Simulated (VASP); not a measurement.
Ga2O3: dielectric tensor with PBE

Ga2O3:

```
CELL_PARAMETERS angstrom
6.10700 -1.51855 0.00000
6.10700 1.51855 0.00000
-1.38599 0.00000 5.63001
ATOMIC_POSITIONS crystal
Ga 0.34134 0.34134 0.68598
Ga 0.65866 0.65866 0.31402
Ga 0.90950 0.90950 0.20540
Ga 0.09050 0.09050 0.79460
O 0.50410 0.50410 0.74340
O 0.49590 0.49590 0.25660
O 0.82670 0.82670 0.43680
O 0.17330 0.17330 0.56320
O 0.83550 0.83550 0.89020
O 0.16450 0.16450 0.10980
```

```yaml
Program: VASP 6.6.1
Task: dielectric tensor
Functional: PBE
Potentials_or_basis: VASP PAW PBE potentials, release 64 (Ga_d, O)
Cutoff: 520 eV
k_mesh: 5 × 5 × 3
Occupations: gaussian, width 0.02 eV
Spin: no spin polarisation
Further_INCAR_settings: ALGO = Normal; EDIFF = 1e-08
```

```yaml
Band_gap_on_the_k_mesh: 2.44 eV, direct
Electronic_dielectric_tensor_diagonal: 3.97, 4.13, 4.16
Born_charges_mean_of_the_diagonal: Ga +3.26, +2.89; O -1.97, -2.16, -2.02 e
```

Levels at points of the mesh, in eV from the valence-band top:
```tsv
k point	band 41	band 42	band 43	band 44	band 45	band 46	band 47	band 48
(0.00, 0.00, 0.00)	-0.64	-0.45	-0.26	0.00	2.44	5.74	6.78	6.81
```

Electronic dielectric tensor:
```
 3.97  0.00 -0.03
 0.00  4.13  0.00
-0.03  0.00  4.16
```

Born effective charge tensors (e):
atom 1, Ga
```
3.22 0.00 0.32
0.00 3.44 0.00
0.18 0.00 3.13
```
atom 2, Ga
```
3.22 0.00 0.32
0.00 3.44 0.00
0.18 0.00 3.13
```
atom 3, Ga
```
 2.74  0.00 -0.28
 0.00  2.89  0.00
-0.16  0.00  3.06
```
atom 4, Ga
```
 2.74  0.00 -0.28
 0.00  2.89  0.00
-0.16  0.00  3.06
```
atom 5, O
```
-2.27  0.00 -0.20
 0.00 -2.26  0.00
-0.22  0.00 -1.39
```
atom 6, O
```
-2.27  0.00 -0.20
 0.00 -2.26  0.00
-0.22  0.00 -1.39
```
atom 7, O
```
-2.23  0.00  0.21
 0.00 -1.96  0.00
 0.24  0.00 -2.30
```
atom 8, O
```
-2.23  0.00  0.21
 0.00 -1.96  0.00
 0.24  0.00 -2.30
```
atom 9, O
```
-1.46  0.00 -0.05
 0.00 -2.10  0.00
-0.03  0.00 -2.49
```
atom 10, O
```
-1.46  0.00 -0.05
 0.00 -2.10  0.00
-0.03  0.00 -2.49
```

Wall time 51 min on 1 thread of Intel(R) Xeon(R) Platinum 8488C (Sapphire Rapids), with other jobs on the host, peak memory 0.59 GiB.

Caveat: the k mesh is coarse (spacing up to 0.43 Å⁻¹), so the values aren't converged. PBE gaps usually lie below the measured ones, often by a third to a half.
